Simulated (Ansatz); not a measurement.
Input:

Starting cell, GeO$_{2}$ (rutile):

```yaml
crystal:
  lattice:
    - [4.48750, 0.00000, 0.00000]
    - [0.00000, 4.48750, 0.00000]
    - [0.00000, 0.00000, 2.90497]
  atoms:
    - { symbol: Ge, position: [0.00000, 0.00000, 0.00000] }
    - { symbol: Ge, position: [0.50000, 0.50000, 0.50000] }
    - { symbol: O, position: [0.30714, 0.30714, 0.00000] }
    - { symbol: O, position: [0.80714, 0.19286, 0.50000] }
    - { symbol: O, position: [0.19286, 0.80714, 0.50000] }
    - { symbol: O, position: [0.69286, 0.69286, 0.00000] }
```

Two-dimensional scan of atom 2 (Ge, nearest neighbour O at 1.899 Å; its periodic images, 2.9 Å or more away, move with it): u runs along (1.000, 0.000, 0.000), v along (0.000, 0.000, 1.000) (Cartesian). Cell and other atoms are fixed.

These are PBE (plane waves to 420 eV, PAW, scalar-relativistic; Ansatz, a program for electronic structure) values and carry that method's errors. k mesh 6×6×9 (Γ-centred), Fermi-Dirac smearing 0.05 eV. The energy includes the smearing's −TS. GeO2 was relaxed with its symmetry unable to fall. The zero of ΔE is the undisplaced structure. Axes are in Å.

The scan covers u from -0.280 to 0.280 Å in 5 points and v from -0.280 to 0.280 Å in 5 points.

Problem. In which direction of the plane is the atom held most weakly?

Solution. Along v.

Problem. What are the two principal curvatures of the energy at the centre?

Solution. 17.7 and 22.5 eV/Å².

(A displaced cell: forces are minus the slopes of the energy, force constants its curvatures, and phonons follow from these.)
